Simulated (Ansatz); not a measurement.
Simulated (Ansatz). Plane-wave DFT: an element X is put into a periodic supercell of the crystal below and the atoms relax. X is one of the candidates, and is told by the neutral defect's formation energy over the elements (uncorrected), its moments where the run had spin, and its relaxed neighbours, eight at most.

```
cell
1.0
    -2.4909    2.4909    3.6677
     2.4909   -2.4909    3.6677
     2.4909    2.4909   -3.6677
Si O
2 4
Direct
  0.0000 0.0000 0.0000
  0.7500 0.2500 0.5000
  0.3750 0.2214 0.3464
  0.9714 0.6250 0.8464
  0.7786 0.1250 0.1536
  0.8750 0.0286 0.6536
```

| quantity | value |
| --- | --- |
| host atoms in supercell | 24 |
| functional | PBEsol |
| wave cutoff | 420 eV |
| k mesh | 2, 2, 2 |
| k shift | 0.5, 0.5, 0.5 mesh steps |
| gaussian smearing | 0.02 eV |
| start displacement | 0 angstrom |
| electrons started on | no chosen atoms |
| candidate elements | Li, Mn, Fe, Se, Zr, In |
| found formation energy | -0.32 eV |
| found largest move from host sites | 0.418 angstrom |

| supercell vector | supercell times a (host cell vectors) | supercell times b (host cell vectors) | supercell times c (host cell vectors) |
| --- | --- | --- | --- |
| A | 1 | 1 | 2 |
| B | -1 | 1 | 0 |
| C | -1 | -1 | 0 |

```tsv
change element	change kind	change place a (host cell vectors)	change place b (host cell vectors)	change place c (host cell vectors)
X	on Si	0	0	1
```

```json
{"found neighbour element": "O", "found neighbour distance (angstrom)": "1.94"}
{"found neighbour element": "O", "found neighbour distance (angstrom)": "1.94"}
{"found neighbour element": "O", "found neighbour distance (angstrom)": "1.94"}
{"found neighbour element": "O", "found neighbour distance (angstrom)": "1.94"}
```

Task: Which element is X?

Result: Zr.

Caveats: the atoms kept the symmetry of the start, so a distorted state could lie lower; the supercell is small.
